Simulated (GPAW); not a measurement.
Here is a GPAW 26.7.0 calculation.

File run.py:

```python
from ase.filters import FrechetCellFilter
from ase.io import read, write
from ase.optimize import BFGS
from gpaw import GPAW, PW

atoms = read('PtSe2.xyz')

calc = GPAW(mode=PW(600),
            xc='mBEEF',
            kpts={'size': (6, 6, 4), 'gamma': True},
            occupations={'name': 'fermi-dirac', 'width': 0.05},
            nbands=26,
            convergence={'density': 1e-06, 'energy': 1e-06, 'eigenstates': 1e-10},
            maxiter=150,
            txt='gpaw.txt')
atoms.calc = calc
opt = BFGS(FrechetCellFilter(atoms), trajectory='relax.traj', logfile='-')
done = opt.run(fmax=0.02, steps=60)
calc.write('gs.gpw')
write('result.traj', atoms)
print('Converged:', done)
print('Cell:', atoms.cell.cellpar().round(4))
print('Volume:', round(atoms.get_volume(), 4))
print(atoms.get_scaled_positions().round(5))
```

PtSe2.xyz

```xyz
3
Lattice="3.7240000000 0.0000000000 0.0000000000 -1.8620000000 3.2250786037 0.0000000000 0.0000000000 0.0000000000 5.0620000000" Properties=species:S:1:pos:R:3 pbc="T T T"
Pt     0.0000000000      0.0000000000      0.0000000000
Se     1.8620000002      1.0750262011      3.7965000000
Se    -0.0000000002      2.1500524026      1.2655000000
```

Potentials or basis: GPAW PAW data sets (gpaw-data 1.2.1), pw.

Launch:

```sh
$ OMP_NUM_THREADS=1 python run.py
```

(1) Predict the relaxed volume.

(2) Predict the relaxed cell.

Answers

(1) 25.40 Å³/atom.

(2) a = 3.696 Å, b = 3.696 Å, c = 6.443 Å, α = 90.00°, β = 90.00°, γ = 120.00°.

Caveat: later steps reuse the first step's grids; the volume moved by over 15 % at a fixed basis, so the end points are rough; the PAW data sets were made with another functional, which shifts forces and pressure a little; the volume moved by +25 % from the deposited cell, more than functionals usually miss.
